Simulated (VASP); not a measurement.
# Cu (Fm-3m) in VASP: notebook, part 2 of 2

VASP 6.6.1. The steps go on from the part before.

## 4. Single point, PBE

Input file INCAR:

```
SYSTEM = Cu
  PREC = Accurate
  ENCUT = 460
  EDIFF = 1E-7
  ISMEAR = 1
  SIGMA = 0.1
  LREAL = .False.
  LASPH = .True.
  NELM = 100
  ALGO = Normal
  ISIF = 2
  LWAVE = .False.
  LCHARG = .False.
  GGA = PE
  NBANDS = 12
  ADDGRID = .False.
```

Input file KPOINTS:

```
regular mesh
0
Gamma
  9 9 9
  0 0 0
```

Input file POSCAR:

```
Cu
1.0
    0.0000000000      1.8075000000      1.8075000000
    1.8075000000      0.0000000000      1.8075000000
    1.8075000000      1.8075000000      0.0000000000
Cu
1
Direct
    0.0000000000      0.0000000000      0.0000000000
```

Potentials or basis: VASP PAW PBE potentials, release 64 (Cu).

Command:

```console
cat potpaw_PBE.64/Cu/POTCAR > POTCAR
mpirun -np 1 vasp_std > vasp.out
```

OUTCAR:

```text
SYSTEM = Cu
   PREC = Accurate
   ENCUT = 460
   EDIFF = 1E-7
   ISMEAR = 1
   LREAL = .False.
   LASPH = .True.
   NELM = 100
   ISIF = 2
   GGA = PE

 Found     35 irreducible k-points:

 Following reciprocal coordinates:
            Coordinates               Weight
  0.000000  0.000000  0.000000      1.000000
  0.111111  0.000000  0.000000      8.000000
  0.222222  0.000000  0.000000      8.000000
  0.333333  0.000000  0.000000      8.000000
  0.444444  0.000000  0.000000      8.000000
  0.111111  0.111111  0.000000      6.000000
   k-points           NKPTS =     35   k-points in BZ     NKDIM =     35   number of bands    NBANDS=     12
   number of dos      NEDOS =    301   number of ions     NIONS =      1
   total plane-waves  NPLWV =   5832
   dimension x,y,z NGX =    18 NGY =   18 NGZ =   18
   dimension x,y,z NGXF=    36 NGYF=   36 NGZF=   36
   ions per type =               1
   NGX,Y,Z   is equivalent  to a cutoff of  11.71, 11.71, 11.71 a.u.
   NGXF,Y,Z  is equivalent  to a cutoff of  23.41, 23.41, 23.41 a.u.
 SYSTEM =  Cu
   PREC   = accura    normal or accurate (medium, high low for compatibility)
   ISTART =      0    job   : 0-new  1-cont  2-samecut
   ICHARG =      2    charge: 1-file 2-atom 10-const
   ISPIN  =      1    spin polarized calculation?
   LNONCOLLINEAR =      F non collinear calculations
   LSORBIT =      F    spin-orbit coupling
   LASPH  =      T    aspherical Exc in radial PAW
   ENCUT  =  460.0 eV  33.81 Ry    5.81 a.u.   4.47  4.47  4.47*2*pi/ulx,y,z
   NELM   =    100;   NELMIN=  2; NELMDL= -5     # of ELM steps
   EDIFF  = 0.1E-06   stopping-criterion for ELM
   LREAL  =      F    real-space projection
   EDIFFG = 0.1E-05   stopping-criterion for IOM
   NSW    =      0    number of steps for IOM
   IBRION =     -1    ionic relax: 0-MD 1-quasi-New 2-CG
   NFREE  =      0    steps in history (QN), initial steepest desc. (CG)
   ISIF   =      2    stress and relaxation
   ISYM   =      2    0-nonsym 1-usesym 2-fastsym
   POTIM  = 0.5000    time-step for ionic-motion
   TEBEG  =    0.0;   TEEND  =   0.0 temperature during run
   PSTRESS=    0.0 pullay stress
   NELECT =      11.0000    total number of electrons
   NUPDOWN=      -1.0000    fix difference up-down
   EMIN   =  10.00;   EMAX   =-10.00  energy-range for DOS
   EFERMI =   0.00;   METHOD = LEGACY
   ISMEAR =     1;   SIGMA  =   0.10  broadening in eV -4-tet -1-fermi 0-gaus
   EFERMI_NEDOS =   21; number of points for ismear=-14 and -15
   IALGO  =     38    algorithm
[... 17 lines left out ...]
 maximum number of plane-waves:       275
 NGX is ok and might be reduce to    18
   NGX =  9   NGY =  9   NGZ =  9

 number of electron      11.0000013 magnetization

 Free energy of the ion-electron system (eV)
  ---------------------------------------------------
  ext. energy  EPLUGINS =         0.00000000
  ---------------------------------------------------
  free energy    TOTEN  =        -3.73919110 eV

  energy without entropy =       -3.73909081  energy(sigma->0) =       -3.73915767

 E-fermi :   7.7344     XC(G=0): -12.7239

 val. band max:        7.4628130433   @ k =   0.4444   0.3333   0.0000
 cond. band min:       7.7986209074   @ k =  -0.4444   0.1111   0.0000
 fundamental gap:      0.3358078641
 Fermi energy:         7.7344341666

 k-point     1 :       0.0000    0.0000    0.0000
  band No.  band energies     occupation
      1      -1.7651      2.00000
      2       4.5653      2.00000
      3       4.5653      2.00000
      4       4.5653      2.00000
      5       5.3873      2.00000
      6       5.3873      2.00000
      7      30.1814      0.00000
      8      32.8243      0.00000
      9      32.8243      0.00000
     10      32.8243      0.00000
     11      35.3173      0.00000
     12      35.3173      0.00000
[... 61 lines left out ...]
 k-point     6 :       0.1111    0.1111    0.0000
  band No.  band energies     occupation
      1      -1.1711      2.00000
      2       4.3939      2.00000
      3       4.7057      2.00000
      4       4.7057      2.00000
      5       5.2348      2.00000
      6       5.4500      2.00000
      7      28.7029      0.00000
      8      29.3708      0.00000
      9      29.3708      0.00000
     10      30.9250      0.00000
     11      36.5734      0.00000
     12      38.0646      0.00000

 [... further k-points ...]

------------------------ aborting loop because EDIFF is reached ----------------------------------------

  FORCE on cell =-STRESS in cart. coord.  units (eV):
  Direction    XX          YY          ZZ          XY          YZ          ZX
  --------------------------------------------------------------------------------------
  -------------------------------------------------------------------------------------
  Total        0.1340459      0.1340459      0.1340459      0.0000000      0.0000000     -0.0000000
  in kB       18.1844103     18.1844103     18.1844103      0.0000000      0.0000000     -0.0000000
  external PRESSURE =      18.1844103 kB  Pullay stress =       0.0000000 kB

 VOLUME and BASIS-vectors are now :
 -----------------------------------------------------------------------------
  energy-cutoff  :      460.00
  volume of cell :       11.81
      direct lattice vectors                 reciprocal lattice vectors
     0.000000000  1.807500000  1.807500000    -0.276625173  0.276625173  0.276625173
     1.807500000  0.000000000  1.807500000     0.276625173 -0.276625173  0.276625173
     1.807500000  1.807500000  0.000000000     0.276625173  0.276625173 -0.276625173

 POSITION                                       TOTAL-FORCE (eV/Angst)
 -----------------------------------------------------------------------------------
      0.00000      0.00000      0.00000        -0.000000     -0.000000     -0.000000
 -----------------------------------------------------------------------------------
    total drift:                                0.000000     -0.000000      0.000000

  FREE ENERGIE OF THE ION-ELECTRON SYSTEM (eV)
  ---------------------------------------------------
  free  energy   TOTEN  =        -3.7391910971 eV

  energy  without entropy=       -3.7390908142  energy(sigma->0) =       -3.73915767
```

OSZICAR:

```text
N       E                     dE             d eps       ncg     rms          rms(c)
DAV:   1     0.422873885986E+02    0.42287E+02   -0.50634E+03   896   0.146E+03
DAV:   2    -0.334524312090E+01   -0.45633E+02   -0.42483E+02   868   0.198E+02
DAV:   3    -0.462960017160E+01   -0.12844E+01   -0.12814E+01  1004   0.385E+01
DAV:   4    -0.463743783132E+01   -0.78377E-02   -0.78366E-02   948   0.266E+00
DAV:   5    -0.463751371435E+01   -0.75883E-04   -0.75882E-04  1028   0.268E-01    0.770E+00
DAV:   6    -0.412368540783E+01    0.51383E+00   -0.14687E+01  1000   0.714E+01    0.393E+00
DAV:   7    -0.375115335452E+01    0.37253E+00   -0.22875E+00  1008   0.283E+01    0.547E-01
DAV:   8    -0.374117675656E+01    0.99766E-02   -0.52103E-03  1024   0.125E+00    0.338E-01
DAV:   9    -0.373919144924E+01    0.19853E-02   -0.12315E-02  1032   0.191E+00    0.306E-02
DAV:  10    -0.373919175500E+01   -0.30576E-06   -0.48725E-05  1232   0.116E-01    0.682E-03
DAV:  11    -0.373919105422E+01    0.70078E-06   -0.49865E-07  1032   0.107E-02    0.223E-04
DAV:  12    -0.373919109712E+01   -0.42901E-07   -0.75269E-09   596   0.120E-03
   1 F= -.37391911E+01 E0= -.37391577E+01  d E =-.100283E-03
```

Run time: 2.9 s. Hardware: 1 thread of AMD EPYC 9R45 (Zen 5), shared host; peak memory 0.08 GiB.

These settings aren't checked as converged: the numbers below hold their error.

Results:

```yaml
Free_energy: -3.7392 eV
Pressure: 1.8 GPa
Band_gap_on_the_k_mesh: none (metal or under the smearing width)
```

## 5. Single point, PBE

INCAR is that of step 4.

KPOINTS is that of step 4.

Input file POSCAR:

```
Cu
1.0
   -0.0335610000      1.7894160000      1.7776830000
    1.7981850000     -0.0227470000      1.7668690000
    1.8176490000      1.7980650000     -0.0422110000
Cu
1
Direct
    0.0167750000     -0.0332640000      0.0016970000
```

Potentials or basis: VASP PAW PBE potentials, release 64 (Cu).

Command:

```console
cat potpaw_PBE.64/Cu/POTCAR > POTCAR
mpirun -np 1 vasp_std > vasp.out
```

OUTCAR:

```text
SYSTEM = Cu
   PREC = Accurate
   ENCUT = 460
   EDIFF = 1E-7
   ISMEAR = 1
   LREAL = .False.
   LASPH = .True.
   NELM = 100
   ISIF = 2
   GGA = PE

 Found    365 irreducible k-points:

 Following reciprocal coordinates:
            Coordinates               Weight
  0.000000  0.000000  0.000000      1.000000
  0.111111 -0.000000 -0.000000      2.000000
  0.222222 -0.000000 -0.000000      2.000000
  0.333333 -0.000000 -0.000000      2.000000
  0.444444 -0.000000 -0.000000      2.000000
  0.000000  0.111111 -0.000000      2.000000
[... 166 lines left out ...]

------------------------ aborting loop because EDIFF is reached ----------------------------------------

  FORCE on cell =-STRESS in cart. coord.  units (eV):
  Direction    XX          YY          ZZ          XY          YZ          ZX
  --------------------------------------------------------------------------------------
  -------------------------------------------------------------------------------------
  Total        0.0678196      0.1539980      0.2153807      0.0629094      0.1355443      0.2051878
  in kB        9.2002788     20.8910763     29.2181388      8.5341693     18.3876846     27.8353856
  external PRESSURE =      19.7698313 kB  Pullay stress =       0.0000000 kB

 VOLUME and BASIS-vectors are now :
 -----------------------------------------------------------------------------
  energy-cutoff  :      460.00
  volume of cell :       11.81
      direct lattice vectors                 reciprocal lattice vectors
    -0.033561000  1.789416000  1.777683000    -0.268914128  0.278352052  0.277263920
     1.798185000 -0.022747000  1.766869000     0.277037260 -0.273469598  0.280504747
     1.817649000  1.798065000 -0.042211000     0.271125354  0.275680674 -0.272381618

 POSITION                                       TOTAL-FORCE (eV/Angst)
 -----------------------------------------------------------------------------------
      1.74089      0.01108      1.73784        -0.000000     -0.000000     -0.000000
 -----------------------------------------------------------------------------------
    total drift:                                0.000079     -0.000021     -0.000039

  FREE ENERGIE OF THE ION-ELECTRON SYSTEM (eV)
  ---------------------------------------------------
  free  energy   TOTEN  =        -3.7341789741 eV

  energy  without entropy=       -3.7342309119  energy(sigma->0) =       -3.73419629
```

OSZICAR:

```text
N       E                     dE             d eps       ncg     rms          rms(c)
DAV:   1     0.397315515384E+02    0.39732E+02   -0.49549E+03  9728   0.140E+03
DAV:   2    -0.347305592147E+01   -0.43205E+02   -0.39884E+02  9040   0.192E+02
DAV:   3    -0.462477088995E+01   -0.11517E+01   -0.11447E+01 10272   0.367E+01
DAV:   4    -0.463182307256E+01   -0.70522E-02   -0.70513E-02  9868   0.252E+00
DAV:   5    -0.463189002133E+01   -0.66949E-04   -0.66948E-04 10432   0.252E-01    0.769E+00
DAV:   6    -0.411843492425E+01    0.51346E+00   -0.14684E+01 10368   0.714E+01    0.393E+00
DAV:   7    -0.374619260616E+01    0.37224E+00   -0.22948E+00 10480   0.283E+01    0.551E-01
DAV:   8    -0.373611753394E+01    0.10075E-01   -0.51063E-03 10432   0.122E+00    0.333E-01
DAV:   9    -0.373417894595E+01    0.19386E-02   -0.11970E-02 10776   0.188E+00    0.293E-02
DAV:  10    -0.373417978309E+01   -0.83714E-06   -0.44587E-05 13000   0.110E-01    0.675E-03
DAV:  11    -0.373417893553E+01    0.84756E-06   -0.47381E-07 10712   0.108E-02    0.215E-04
DAV:  12    -0.373417897406E+01   -0.38532E-07   -0.58518E-09  5844   0.104E-03
   1 F= -.37341790E+01 E0= -.37341963E+01  d E =0.519378E-04
```

stdout:

```text
POSCAR found type information on POSCAR Cu
 POSCAR found :  1 types and       1 ions
 scaLAPACK will be used
 LDA part: xc-table for (Slater+PW92), standard interpolation
 POSCAR, INCAR and KPOINTS ok, starting setup
 FFT: planning ... GRIDC
 FFT: planning ... GRID_SOFT
 FFT: planning ... GRID
 WAVECAR not read
 entering main loop
```

Wall time 20 s (1 thread of AMD EPYC 9R45 (Zen 5), shared host); peak memory 0.12 GiB.

These settings aren't checked as converged: the numbers below hold their error.

Results:

| Property | Result |
| --- | --- |
| Free energy | -3.7342 eV |
| Pressure | 2.0 GPa |
| Band gap on the k mesh | none (metal or under the smearing width) |

## 6. Single point, PBE

INCAR: that of step 5 with these lines changed.

```diff
@@ -2,3 +2,3 @@
   PREC = Accurate
-  ENCUT = 460
+  ENCUT = 520
   EDIFF = 1E-7
```

KPOINTS is that of step 5.

Input file POSCAR:

```
Cu
1.0
    0.0000000000      1.8075000000      1.8075000000
    1.8075000000      0.0000000000      1.8075000000
    1.8075000000      1.8075000000      0.0000000000
Cu
1
Direct
    0.0000000000      0.0000000000      0.0000000000
```

Potentials or basis: VASP PAW PBE potentials, release 64 (Cu).

Command:

```console
cat potpaw_PBE.64/Cu/POTCAR > POTCAR
mpirun -np 1 vasp_std > vasp.out
```

Wall time 3.5 s (1 thread of AMD EPYC 9R45 (Zen 5), shared host); peak memory 0.09 GiB.

The run converged, but some of its settings lie outside the range that counts as converged, so its numbers aren't taken as properties of the crystal.

Results:

```
Free energy            : -3.7397 eV
Pressure               : 2.3 GPa
Band gap on the k mesh : none (metal or under the smearing width)
```
